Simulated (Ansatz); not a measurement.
Ti:

```
Ti
1.0
     0.00000    2.03000    2.03000
     2.03000    0.00000    2.03000
     2.03000    2.03000    0.00000
Ti
1
Cartesian
  0.0000 0.0000 0.0000
```

This isn't the form of Ti at room conditions, which is hcp.

- Program: Ansatz 0.2.0
- Task: relaxation of cell and atoms
- Functional: BLYP
- Potentials or basis: Ansatz PAW
- Cutoff: 420 eV (not typed: the program's choice for these potentials)
- k mesh: 11 × 11 × 11
- Occupations: fermi-dirac, width 0.05 eV
- Spin: no spin polarisation

At the start: volume 16.73 Å³/atom.

Problem. Where does the relaxation end?

Solution. It ends after 7 steps and the volume is 17.74 Å³/atom (+6.1 %); space group Fm-3m (No. 225, to 0.05 Å).

Step by step:
```
step  energy change (eV)  largest force (eV/Å)  volume (Å³)
   1              0.0000                0.0000        16.73
   2             -0.0101                0.0000        18.49
   3             -0.0197                0.0000        17.79
   4             -0.0198                0.0000        17.73
   5             -0.0200                0.0000        17.73
   6             -0.0200                0.0000        17.74
   7             -0.0200                0.0000        17.74
```

Final structure:
```cif
data_structure
_symmetry_space_group_name_H-M 'P 1'
_symmetry_Int_Tables_number 1
_cell_length_a 2.9276
_cell_length_b 2.9276
_cell_length_c 2.9276
_cell_angle_alpha 60.000
_cell_angle_beta 60.000
_cell_angle_gamma 60.000
_cell_volume 17.74
loop_
_atom_site_label
_atom_site_type_symbol
_atom_site_fract_x
_atom_site_fract_y
_atom_site_fract_z
_atom_site_occupancy
Ti1 Ti 0.00000 0.00000 0.00000 1
```

Caveat: the plane-wave basis is chosen anew once the cell has moved, so the energies of steps on either side of that aren't comparable; the PAW data sets come from PBE, with cores solved anew for the run's functional, which leaves a small shift of forces and pressure.
